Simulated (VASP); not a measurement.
Write the native input for VASP 6.6.1 that does the following.

* Task: single point
* Functional: PBE
* Potentials or basis: VASP PAW PBE potentials, release 64 (Co, Si)
* Cutoff: 520 eV
* k mesh: 6 × 6 × 6
* Occupations: fermi-dirac, width 0.02 eV
* Spin: no spin polarisation
* Dipole correction: no
* Further INCAR settings: ALGO = Normal; EDIFF = 1e-06; NBANDS = 36

The structure of CoSi lies in POSCAR:

```
CoSi
1.0
    4.3829984386      0.0000000000      0.0000000000
    0.0000000000      4.3829984386      0.0000000000
    0.0000000000      0.0000000000      4.3829984386
Co Si
4 4
Direct
    0.1456935066      0.1456935066      0.1456935066
    0.3543064934      0.8543064934      0.6456935066
    0.6456935066      0.3543064934      0.8543064934
    0.8543064934      0.6456935066      0.3543064934
    0.8436267003      0.8436267003      0.8436267003
    0.6563732997      0.1563732997      0.3436267003
    0.3436267003      0.6563732997      0.1563732997
    0.1563732997      0.3436267003      0.6563732997
```

These files were run (other wordings do the same):

INCAR

```
SYSTEM = CoSi
PREC     = Accurate       ! precision mode
ENCUT    = 520            ! plane-wave cutoff, eV
EDIFF    = 1E-6           ! SCF threshold, eV
ISMEAR   = -1             ! smearing method
SIGMA    = 0.02           ! smearing width, eV
LREAL    = .FALSE.        ! projectors in reciprocal space
LASPH    = .TRUE.         ! aspherical terms in the spheres
NELM     = 100            ! most SCF steps
ALGO     = Normal         ! electronic algorithm
ISIF     = 2              ! what is computed and relaxed
LWAVE    = .FALSE.        ! write WAVECAR
LCHARG   = .FALSE.        ! write CHGCAR
GGA      = PE             ! functional
NBANDS   = 36             ! bands
```

KPOINTS

```
regular mesh
0
G
  6 6 6
  0 0 0
```

Potentials or basis: VASP PAW PBE potentials, release 64 (Co, Si).

The run is started by

```bash
$ cat potpaw_PBE.64/Co/POTCAR potpaw_PBE.64/Si/POTCAR > POTCAR
$ mpirun -np 1 vasp_std > vasp.out
```

Results of the run:

| Quantity | Value |
| --- | --- |
| Pressure | 7.6 GPa |
| Largest force | 0.033 eV/Å |
| Band gap on the k mesh | none (metal or under the smearing width) |

It took 59 s on 1 thread of Intel(R) Xeon(R) Platinum 8559C (Emerald Rapids) (shared host), peak memory 0.23 GiB.
